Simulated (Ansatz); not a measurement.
**AlN (Fm-3m): equation of state**

Aim: the bulk modulus of AlN (Fm-3m) from energies at several volumes around the relaxed one.

Method: DFT PBE, scalar-relativistic, plane waves, PAW, in Ansatz 0.2.0.

4 further runs of the same task are left out: 1 that didn't finish, 3 set aside as unsound or not needed.

### 1 The system as given

It takes space group Fm-3m (No. 225, cubic). The conventional cell has a = 4.071 Å, b = 4.071 Å, c = 4.071 Å, α = 90.00°, β = 90.00°, γ = 90.00°. Around Al (site symmetry m-3m) lie 6 N at 2.04 Å. Around N (site symmetry m-3m) lie 6 Al at 2.04 Å.

Coordinates:

```
Al N
1.0
     0.00000    2.03527    2.03527
     2.03527    0.00000    2.03527
     2.03527    2.03527    0.00000
Al N
1 1
Direct
  0.00000 0.00000 0.00000
  0.50000 0.50000 0.50000
```

An earlier run at PBE left this cell at 8.431 Å³/atom and 0.00 GPa (14×14×14 mesh).

Volume factors to run: 0.980, 1.020, 0.960, 1.040.

### 2 Volume × 0.980

Contents of input.yaml:

```yaml
crystal:
  lattice:
    - [0.0, 2.0216113538, 2.0216113538]
    - [2.0216113538, 0.0, 2.0216113538]
    - [2.0216113538, 2.0216113538, 0.0]
  atoms:
    - { symbol: Al, position: [0.0, 0.0, 0.0] }
    - { symbol: "N", position: [0.5, 0.5, 0.5] }
basis:
  ecutwfc: 420
  ecutrho_ratio: 4
kpoints:
  mp_grid: { grid: [14, 14, 14] }
hamiltonian:
  xc: pbe
scf:
  occupations: { method: gaussian, width: 0.05 }
output:
  forces: true
  stress: true
  eigenvalues: true
```

The run is started by

```console
> ansatz run input.yaml --threads 2 --pin off --max-ram 2662MiB --backend cpu --events-out ev --progress --plain --runs-dir out
```

The program printed, shortened:

```text
Warning: RAYON_NUM_THREADS=2 ignored (pool sized by the plan → 2); use --threads N
[...]
Pseudopotentials: kind: paw
Pseudopotential: Al, paw, valence charge 3, recommended cutoff 420 eV (normal), Al.paw.azcp
Pseudopotential: N, paw, valence charge 5, recommended cutoff 420 eV (normal), N.paw.azcp
Functional definition: PBE
[...]
Crystal: 2 atoms, lattice volume = 16.524 Å³
Basis set: ecut = 420 eV, 331 PW (Γ), exchange–correlation on 40×40×40 points (8 copies of the dense FFT grid, shifted against one another)
Bands: 8, of which v1, the nominal top of the filled ones, is band 4 counted from 1 (3 counted from 0)
Symmetry: 48 space group operations
Space group: Fm-3m (ITA 225), of the structure as read, at distance tolerance 2.5e-5 Å
k-points: 104 of 2744
[...]
SCF iter   1: F=—  HF=-923.911126 eV  |F-HF|=—  |Δ(HF+E_count)|=         —  Δρ=1.30e-3  dr2=8.64e-5  ethr=1.77e-3  ⟨swp⟩=4.5  Hψ=5688  notcnv=0
[...]
SCF iter   6: F=-923.911261 eV  HF=-923.911261 eV  |F-HF|=3.18e-12  |Δ(HF+E_count)|=   2.88e-9  Δρ=3.06e-7  dr2=7.98e-12  ethr=2.18e-11  ⟨swp⟩=2.0  Hψ=3024  notcnv=0
[...]
SCF converged after 6 iterations
Free energy (F): -923.911261 eV
[...]
E sigma→0 (E₀):  -923.911261 eV
Fermi energy:    13.544234 eV
[...]
--- Forces (eV/Å), atoms counted from 1 ---
  atom   1  Al    -0.00000000     0.00000000     0.00000000
  atom   2  N      0.00000000     0.00000000     0.00000000
[...]
--- Stress (GPa, compression-positive) ---
        5.301384       0.000000       0.000000
       -0.000000       5.301384      -0.000000
        0.000000      -0.000000       5.301384
  P = ⅓ Tr σ = 5.3014 GPa (53.014 kbar)
--- Band table (eV; the first three rows and the last of 104) ---
  k-point 0: bands = ["-6.3078", "11.2295", "11.2295", "11.2295", "16.8970", "23.3387", "23.3387", "23.3387"]
[...]
```

It took 0.7 s on 2 threads of Arm Neoverse V1, shared host; peak memory 0.26 GiB.

Read off: volume 8.262 Å³/atom, pressure 5.30 GPa, gap on the mesh 4.63 eV.

### 3 Scaling the volume by 1.020

Changes to input.yaml since step 2:

```diff
@@ -2,5 +2,5 @@
   lattice:
-    - [0.0, 2.0216113538, 2.0216113538]
-    - [2.0216113538, 0.0, 2.0216113538]
-    - [2.0216113538, 2.0216113538, 0.0]
+    - [0.0, 2.048750315, 2.048750315]
+    - [2.048750315, 0.0, 2.048750315]
+    - [2.048750315, 2.048750315, 0.0]
   atoms:
```

The run is started by

```console
> ansatz run input.yaml --threads 2 --pin off --max-ram 2662MiB --backend cpu --events-out ev --progress --plain --runs-dir out
```

The program printed:

```text
Warning: RAYON_NUM_THREADS=2 ignored (pool sized by the plan → 2); use --threads N
Engine: ansatz 0.2.0, aarch64-unknown-linux-gnu
Pseudopotentials: kind: paw
Pseudopotential: Al, paw, valence charge 3, recommended cutoff 420 eV (normal), Al.paw.azcp
Pseudopotential: N, paw, valence charge 5, recommended cutoff 420 eV (normal), N.paw.azcp
Functional definition: PBE
  parameter kappa = 0.804
  parameter beta = 0.06672455060314922
  exchange = pbe_x(kappa = kappa, mu = beta*pi^2/3)
  correlation = pbe_c(beta = beta)
Crystal: 2 atoms, lattice volume = 17.199 Å³
Basis set: ecut = 420 eV, 331 PW (Γ), exchange–correlation on 40×40×40 points (8 copies of the dense FFT grid, shifted against one another)
Bands: 8, of which v1, the nominal top of the filled ones, is band 4 counted from 1 (3 counted from 0)
Symmetry: 48 space group operations
Space group: Fm-3m (ITA 225), of the structure as read, at distance tolerance 2.6e-5 Å
k-points: 104 of 2744
Non-local potential: Al, projectors of the file, l = 0: 2, l = 1: 2, l = 2: 1
Non-local potential: N, projectors of the file, l = 0: 2, l = 1: 2, l = 2: 1
PAW form: soft (Blöchl's): semilocal exchange-correlation on the pseudo side does not see the compensation charge
PAW one-centre angular grid: Al, 110 points (default); XC on 64 Gauss nodes
PAW one-centre angular grid: N, 110 points (default); XC on 64 Gauss nodes
Initial density: superposition of atomic densities (neutral atoms: chi_scale 0, normalization atom), corrected by the library's trained network
Initial wavefunctions: pseudopotential atomic-orbital guess
Functional: x = pbe(κ = 0.804, μ = 0.2195149727645171), c = pbe(β = 0.06672455060314922)
SCF iter   1: F=—  HF=-923.911534 eV  |F-HF|=—  |Δ(HF+E_count)|=         —  Δρ=1.23e-3  dr2=6.09e-5  ethr=1.77e-3  ⟨swp⟩=4.4  Hψ=5694  notcnv=0
preconditioner: auto → none  [insulator: Δε(μ)=4.250 eV  Ē_g=16.335 eV  σ=0.050 eV  W_gap=1.00  n_scr=0 (ndim 8)  ℏωp=25.3 eV  f_vac=0.000  D(μ)=0.00/eV (n_scr^D=0)  ε∞_Penn≈3.4]
SCF iter   2: F=—  HF=-923.911627 eV  |F-HF|=—  |Δ(HF+E_count)|=   9.31e-5  Δρ=6.00e-4  dr2=1.51e-5  ethr=7.61e-7  ⟨swp⟩=2.0  Hψ=2076  notcnv=0
SCF iter   3: F=—  HF=-923.911674 eV  |F-HF|=—  |Δ(HF+E_count)|=   4.73e-5  Δρ=2.26e-4  dr2=7.31e-6  ethr=1.88e-7  ⟨swp⟩=2.0  Hψ=1248  notcnv=0
SCF iter   4: F=—  HF=-923.911672 eV  |F-HF|=—  |Δ(HF+E_count)|=   2.24e-6  Δρ=4.09e-5  dr2=1.94e-7  ethr=9.13e-8  ⟨swp⟩=2.1  Hψ=1153  notcnv=0
iter 5 did not close the SCF: its close was put off for the readings that it lacked (scf_convergence_deferred on its scf_iter line)
SCF iter   5: F=-923.911672 eV  HF=-923.911672 eV  |F-HF|=2.51e-9  |Δ(HF+E_count)|=   4.04e-8  Δρ=5.86e-6  dr2=1.66e-9  ethr=2.43e-9  ⟨swp⟩=2.5  Hψ=1168  notcnv=0
SCF iter   6: F=-923.911672 eV  HF=-923.911672 eV  |F-HF|=1.80e-11  |Δ(HF+E_count)|=   2.70e-9  Δρ=5.04e-7  dr2=2.62e-11  ethr=2.07e-11  ⟨swp⟩=1.8  Hψ=2807  notcnv=0
SCF 1 converged in 6 iterations: F = -923.911672 eV  dr2 = 2.62e-11
SCF converged after 6 iterations
Free energy (F): -923.911672 eV
Harris-Foulkes:  -923.911672 eV  (|F-HF|=1.80e-11)
Internal energy: -923.911672 eV  (E = F + TS)
E sigma→0 (E₀):  -923.911672 eV
Fermi energy:    12.792760 eV
--- Per-component energies (eV) ---
  E_band       = 35.558751
  E_kinetic    = 161.020610
  E_local      = -173.120626  (includes V_loc(G=0)·N_el)
  E_nonlocal   = 53.950315
  E_hartree    = 62.800795
  E_xc         = -102.633027
  E_vxc        = -109.188273  (∫ρ·V_xc dr)
  E_paw        = -594.575866  (= ΣΔE_a)
  E_vpaw       = -22.705029  (= ΣTr[D̂ρ^β])
  E_aug_tail   = 0.000099  (compensation charges beyond the density's cutoff)
  E_ewald      = -331.353973
  E_smearing   = -0.000000  (= −TS)
  E_closure    = 0.000000  (closes the sum)
  Σ components = -923.911672   (vs F -923.911672, Δ=0.00e0)
--- Forces (eV/Å), atoms counted from 1 ---
  atom   1  Al    -0.00000000     0.00000000    -0.00000000
  atom   2  N      0.00000000    -0.00000000     0.00000000
  max |Σ_I F_I| component: 9.27e-30 eV/Å
--- Stress (GPa, compression-positive) ---
       -4.790641       0.000000      -0.000000
        0.000000      -4.790641      -0.000000
       -0.000000       0.000000      -4.790641
  P = ⅓ Tr σ = -4.7906 GPa (-47.906 kbar)
--- Band table (eV; the first three rows and the last of 104) ---
  k-point 0: bands = ["-6.5136", "10.6684", "10.6684", "10.6684", "15.7726", "22.6477", "22.6477", "22.6477"]
  k-point 1: bands = ["-6.4127", "10.1124", "10.6085", "10.6085", "16.1494", "22.1065", "22.8030", "22.8030"]
  k-point 2: bands = ["-6.1145", "8.8135", "10.4477", "10.4477", "16.8409", "21.3446", "23.0943", "23.0943"]
  k-point 103: bands = ["-2.3578", "4.7730", "5.6526", "6.9111", "18.0980", "20.2002", "22.0131", "22.7748"]
```

It took 0.68 s on 2 threads of Arm Neoverse V1, shared host; peak memory 0.26 GiB.

Read off: volume 8.599 Å³/atom, pressure -4.79 GPa, mesh gap 4.25 eV.

### 4 Scaling the volume by 0.960

Changes to input.yaml since step 3:

```diff
@@ -2,5 +2,5 @@
   lattice:
-    - [0.0, 2.048750315, 2.048750315]
-    - [2.048750315, 0.0, 2.048750315]
-    - [2.048750315, 2.048750315, 0.0]
+    - [0.0, 2.0077642661, 2.0077642661]
+    - [2.0077642661, 0.0, 2.0077642661]
+    - [2.0077642661, 2.0077642661, 0.0]
   atoms:
```

The run is started by

```console
> ansatz run input.yaml --threads 2 --pin off --max-ram 2662MiB --backend cpu --events-out ev --progress --plain --runs-dir out
```

The program printed, shortened:

```text
Warning: RAYON_NUM_THREADS=2 ignored (pool sized by the plan → 2); use --threads N
[...]
Pseudopotentials: kind: paw
Pseudopotential: Al, paw, valence charge 3, recommended cutoff 420 eV (normal), Al.paw.azcp
Pseudopotential: N, paw, valence charge 5, recommended cutoff 420 eV (normal), N.paw.azcp
Functional definition: PBE
[...]
Crystal: 2 atoms, lattice volume = 16.187 Å³
Basis set: ecut = 420 eV, 331 PW (Γ), exchange–correlation on 40×40×40 points (8 copies of the dense FFT grid, shifted against one another)
Bands: 8, of which v1, the nominal top of the filled ones, is band 4 counted from 1 (3 counted from 0)
Symmetry: 48 space group operations
Space group: Fm-3m (ITA 225), of the structure as read, at distance tolerance 2.5e-5 Å
k-points: 104 of 2744
[...]
SCF iter   1: F=—  HF=-923.893965 eV  |F-HF|=—  |Δ(HF+E_count)|=         —  Δρ=1.44e-3  dr2=1.46e-4  ethr=1.77e-3  ⟨swp⟩=4.5  Hψ=5697  notcnv=0
[...]
SCF iter   6: F=-923.894074 eV  HF=-923.894074 eV  |F-HF|=4.55e-13  |Δ(HF+E_count)|=   1.09e-9  Δρ=2.89e-7  dr2=6.99e-12  ethr=8.01e-12  ⟨swp⟩=1.5  Hψ=3141  notcnv=0
[...]
SCF converged after 6 iterations
Free energy (F): -923.894074 eV
[...]
E sigma→0 (E₀):  -923.894074 eV
Fermi energy:    13.941924 eV
[...]
--- Forces (eV/Å), atoms counted from 1 ---
  atom   1  Al    -0.00000000     0.00000000     0.00000000
  atom   2  N      0.00000000     0.00000000    -0.00000000
[...]
--- Stress (GPa, compression-positive) ---
       11.156177       0.000000      -0.000000
        0.000000      11.156177       0.000000
        0.000000       0.000000      11.156177
  P = ⅓ Tr σ = 11.1562 GPa (111.562 kbar)
--- Band table (eV; the first three rows and the last of 104) ---
  k-point 0: bands = ["-6.1985", "11.5264", "11.5264", "11.5264", "17.4932", "23.7019", "23.7019", "23.7019"]
[...]
```

Wall time 0.68 s (2 threads of Arm Neoverse V1, shared host); peak memory 0.26 GiB.

This gives: volume 8.094 Å³/atom, pressure 11.16 GPa, gap on the mesh 4.83 eV.

### 5 Scaling the volume by 1.040

Changes to input.yaml since step 4:

```diff
@@ -2,5 +2,5 @@
   lattice:
-    - [0.0, 2.0077642661, 2.0077642661]
-    - [2.0077642661, 0.0, 2.0077642661]
-    - [2.0077642661, 2.0077642661, 0.0]
+    - [0.0, 2.0620542613, 2.0620542613]
+    - [2.0620542613, 0.0, 2.0620542613]
+    - [2.0620542613, 2.0620542613, 0.0]
   atoms:
@@ -21 +21,5 @@
   eigenvalues: true
+  write_density: true
+  write_potential: true
+  elf: true
+  volumetric_format: npy
```

The run is started by

```console
> ansatz run input.yaml --threads 2 --pin off --max-ram 2662MiB --backend cpu --events-out ev --progress --plain --runs-dir out
```

The program printed:

```text
Warning: RAYON_NUM_THREADS=2 ignored (pool sized by the plan → 2); use --threads N
Engine: ansatz 0.2.0, aarch64-unknown-linux-gnu
Pseudopotentials: kind: paw
Pseudopotential: Al, paw, valence charge 3, recommended cutoff 420 eV (normal), Al.paw.azcp
Pseudopotential: N, paw, valence charge 5, recommended cutoff 420 eV (normal), N.paw.azcp
Functional definition: PBE
  parameter kappa = 0.804
  parameter beta = 0.06672455060314922
  exchange = pbe_x(kappa = kappa, mu = beta*pi^2/3)
  correlation = pbe_c(beta = beta)
Crystal: 2 atoms, lattice volume = 17.536 Å³
Basis set: ecut = 420 eV, 331 PW (Γ), exchange–correlation on 40×40×40 points (8 copies of the dense FFT grid, shifted against one another)
Bands: 8, of which v1, the nominal top of the filled ones, is band 4 counted from 1 (3 counted from 0)
Symmetry: 48 space group operations
Space group: Fm-3m (ITA 225), of the structure as read, at distance tolerance 2.6e-5 Å
k-points: 104 of 2744
Non-local potential: Al, projectors of the file, l = 0: 2, l = 1: 2, l = 2: 1
Non-local potential: N, projectors of the file, l = 0: 2, l = 1: 2, l = 2: 1
PAW form: soft (Blöchl's): semilocal exchange-correlation on the pseudo side does not see the compensation charge
PAW one-centre angular grid: Al, 110 points (default); XC on 64 Gauss nodes
PAW one-centre angular grid: N, 110 points (default); XC on 64 Gauss nodes
Initial density: superposition of atomic densities (neutral atoms: chi_scale 0, normalization atom), corrected by the library's trained network
Initial wavefunctions: pseudopotential atomic-orbital guess
Functional: x = pbe(κ = 0.804, μ = 0.2195149727645171), c = pbe(β = 0.06672455060314922)
SCF iter   1: F=—  HF=-923.896778 eV  |F-HF|=—  |Δ(HF+E_count)|=         —  Δρ=1.23e-3  dr2=6.76e-5  ethr=1.77e-3  ⟨swp⟩=4.4  Hψ=5717  notcnv=0
preconditioner: auto → none  [insulator: Δε(μ)=4.072 eV  Ē_g=16.104 eV  σ=0.050 eV  W_gap=1.00  n_scr=0 (ndim 8)  ℏωp=25.1 eV  f_vac=0.000  D(μ)=0.00/eV (n_scr^D=0)  ε∞_Penn≈3.4]
SCF iter   2: F=—  HF=-923.896857 eV  |F-HF|=—  |Δ(HF+E_count)|=   7.87e-5  Δρ=5.79e-4  dr2=1.55e-5  ethr=8.45e-7  ⟨swp⟩=2.0  Hψ=2067  notcnv=0
SCF iter   3: F=—  HF=-923.896906 eV  |F-HF|=—  |Δ(HF+E_count)|=   4.88e-5  Δρ=3.80e-4  dr2=2.10e-5  ethr=1.94e-7  ⟨swp⟩=2.0  Hψ=1248  notcnv=0
SCF iter   4: F=—  HF=-923.896900 eV  |F-HF|=—  |Δ(HF+E_count)|=   5.95e-6  Δρ=4.45e-5  dr2=2.49e-7  ethr=1.94e-7  ⟨swp⟩=2.5  Hψ=1179  notcnv=0
iter 5 did not close the SCF: its close was put off for the readings that it lacked (scf_convergence_deferred on its scf_iter line)
SCF iter   5: F=-923.896900 eV  HF=-923.896900 eV  |F-HF|=2.61e-9  |Δ(HF+E_count)|=   6.38e-8  Δρ=6.26e-6  dr2=1.94e-9  ethr=3.12e-9  ⟨swp⟩=2.4  Hψ=1184  notcnv=0
SCF iter   6: F=-923.896900 eV  HF=-923.896900 eV  |F-HF|=3.65e-11  |Δ(HF+E_count)|=   2.99e-9  Δρ=6.78e-7  dr2=5.14e-11  ethr=2.42e-11  ⟨swp⟩=4.0  Hψ=3731  notcnv=0
SCF 1 converged in 6 iterations: F = -923.896900 eV  dr2 = 5.14e-11
SCF converged after 6 iterations
Free energy (F): -923.896900 eV
Harris-Foulkes:  -923.896900 eV  (|F-HF|=3.65e-11)
Internal energy: -923.896900 eV  (E = F + TS)
E sigma→0 (E₀):  -923.896900 eV
Fermi energy:    12.437388 eV
--- Per-component energies (eV) ---
  E_band       = 33.985731
  E_kinetic    = 160.072411
  E_local      = -175.025479  (includes V_loc(G=0)·N_el)
  E_nonlocal   = 53.813394
  E_hartree    = 63.263225
  E_xc         = -102.355283
  E_vxc        = -108.826535  (∫ρ·V_xc dr)
  E_paw        = -594.449122  (= ΣΔE_a)
  E_vpaw       = -22.574705  (= ΣTr[D̂ρ^β])
  E_aug_tail   = 0.000099  (compensation charges beyond the density's cutoff)
  E_ewald      = -329.216146
  E_smearing   = -0.000000  (= −TS)
  E_closure    = 0.000000  (closes the sum)
  Σ components = -923.896900   (vs F -923.896900, Δ=0.00e0)
--- Forces (eV/Å), atoms counted from 1 ---
  atom   1  Al    -0.00000000     0.00000000     0.00000000
  atom   2  N      0.00000000     0.00000000     0.00000000
  max |Σ_I F_I| component: 7.87e-30 eV/Å
--- Stress (GPa, compression-positive) ---
       -9.127372      -0.000000      -0.000000
       -0.000000      -9.127372       0.000000
        0.000000      -0.000000      -9.127372
  P = ⅓ Tr σ = -9.1274 GPa (-91.274 kbar)
--- Band table (eV; the first three rows and the last of 104) ---
  k-point 0: bands = ["-6.6106", "10.4031", "10.4031", "10.4031", "15.2418", "22.3187", "22.3187", "22.3187"]
  k-point 1: bands = ["-6.5117", "9.8447", "10.3450", "10.3450", "15.6272", "21.7773", "22.4688", "22.4688"]
  k-point 2: bands = ["-6.2193", "8.5534", "10.1896", "10.1896", "16.3363", "21.0023", "22.7392", "22.7392"]
  k-point 103: bands = ["-2.5608", "4.6156", "5.4813", "6.6925", "17.6375", "19.8566", "21.6088", "22.2792"]
```

Run time: 0.87 s. Hardware: 2 threads of Arm Neoverse V1, shared host; peak memory 0.27 GiB.

In short: volume 8.768 Å³/atom, pressure -9.13 GPa, mesh gap 4.07 eV.

The maps below are laid out on this run's own conventional cell (a, b, c = 4.124, 4.124, 4.124 Å).

Density in a lattice plane of the grid's cell (edges 4.12 and 4.12 Å, at 0.000 of the third edge), which holds Al and N.

Values in e/Å³, 12 rows by 12 columns:
```
0.07 0.09 0.20 0.41 0.98 2.35 3.19 2.34 0.98 0.41 0.20 0.09
0.21 0.20 0.20 0.27 0.50 0.98 1.34 0.98 0.50 0.27 0.20 0.20
0.51 0.41 0.27 0.21 0.27 0.41 0.51 0.41 0.27 0.21 0.27 0.41
1.34 0.98 0.50 0.27 0.20 0.20 0.21 0.20 0.20 0.27 0.50 0.98
3.19 2.35 0.98 0.41 0.20 0.09 0.07 0.09 0.20 0.41 0.98 2.34
3.59 3.19 1.34 0.51 0.21 0.07 0.05 0.07 0.21 0.51 1.34 3.19
3.19 2.34 0.98 0.41 0.20 0.09 0.07 0.09 0.20 0.41 0.98 2.35
1.34 0.98 0.50 0.27 0.20 0.20 0.21 0.20 0.20 0.27 0.50 0.98
0.51 0.41 0.27 0.21 0.27 0.41 0.51 0.41 0.27 0.21 0.27 0.41
0.21 0.20 0.20 0.27 0.50 0.98 1.34 0.98 0.50 0.27 0.20 0.20
0.07 0.09 0.20 0.41 0.98 2.34 3.19 2.35 0.98 0.41 0.20 0.09
0.05 0.07 0.21 0.51 1.34 3.19 3.59 3.19 1.34 0.51 0.21 0.07
```
Columns run along the first of these edges and rows up along the second, over one cell in 12 and 12 even steps from the bottom left corner. Atoms in the plane (fractional): Al at (0.00, 0.00), Al at (0.50, 0.50), N at (0.00, 0.50), N at (0.50, 0.00).

ELF in the same plane.

Values, 12 rows by 12 columns:
```
0.01 0.01 0.26 0.67 0.81 0.73 0.51 0.73 0.81 0.67 0.26 0.01
0.35 0.26 0.20 0.36 0.65 0.81 0.83 0.81 0.65 0.36 0.20 0.26
0.79 0.67 0.36 0.20 0.36 0.67 0.79 0.67 0.36 0.20 0.36 0.67
0.83 0.81 0.65 0.36 0.20 0.26 0.35 0.26 0.20 0.36 0.65 0.81
0.51 0.73 0.81 0.67 0.26 0.01 0.01 0.01 0.26 0.67 0.81 0.73
0.00 0.51 0.83 0.79 0.35 0.01 0.05 0.01 0.35 0.79 0.83 0.51
0.51 0.73 0.81 0.67 0.26 0.01 0.01 0.01 0.26 0.67 0.81 0.73
0.83 0.81 0.65 0.36 0.20 0.26 0.35 0.26 0.20 0.36 0.65 0.81
0.79 0.67 0.36 0.20 0.36 0.67 0.79 0.67 0.36 0.20 0.36 0.67
0.35 0.26 0.20 0.36 0.65 0.81 0.83 0.81 0.65 0.36 0.20 0.26
0.01 0.01 0.26 0.67 0.81 0.73 0.51 0.73 0.81 0.67 0.26 0.01
0.05 0.01 0.35 0.79 0.83 0.51 0.00 0.51 0.83 0.79 0.35 0.01
```
Columns run along the first of these edges and rows up along the second, over one cell in 12 and 12 even steps from the bottom left corner. Atoms in the plane (fractional): Al at (0.00, 0.00), Al at (0.50, 0.50), N at (0.00, 0.50), N at (0.50, 0.00).

Both are smooth fields of the valence electrons: close to the nuclei they are not physical.

The highest ELF values outside the cores: 0.85 in the shell around N, 0.7 Å from N.

### 6 Energy and pressure against volume

Energies have the smearing extrapolated to zero and count from the lowest point.

```
volume (Å³/atom)  energy (meV/atom)  pressure (GPa)  gap (eV)
           8.094              11.35           11.16      4.83
           8.262               2.76            5.30      4.63
           8.431               0.00            0.00      4.44
           8.599               2.55           -4.79      4.25
           8.768               9.94           -9.13      4.07
```

volume (Å³/atom), energy (meV/atom) and a bar:
```
     8.09       11.3 ##############################
     8.26        2.8 #######
     8.43        0.0 
     8.60        2.5 #######
     8.77        9.9 ##########################
```

### 7 Results

```
          quantity           value
                V0   8.431 Å³/atom
                B0         252 GPa
               B0′             3.7
scatter of the fit  0.001 meV/atom
```

What this shows: The fitted minimum lies at 8.43 Å³/atom, and the bulk modulus is 252 GPa, a stiff solid. One per cent of compression takes about 2.5 GPa. The gap on the mesh shrinks from 4.83 to 4.07 eV as the cell expands over this range. These are values at 0 K without zero-point motion.
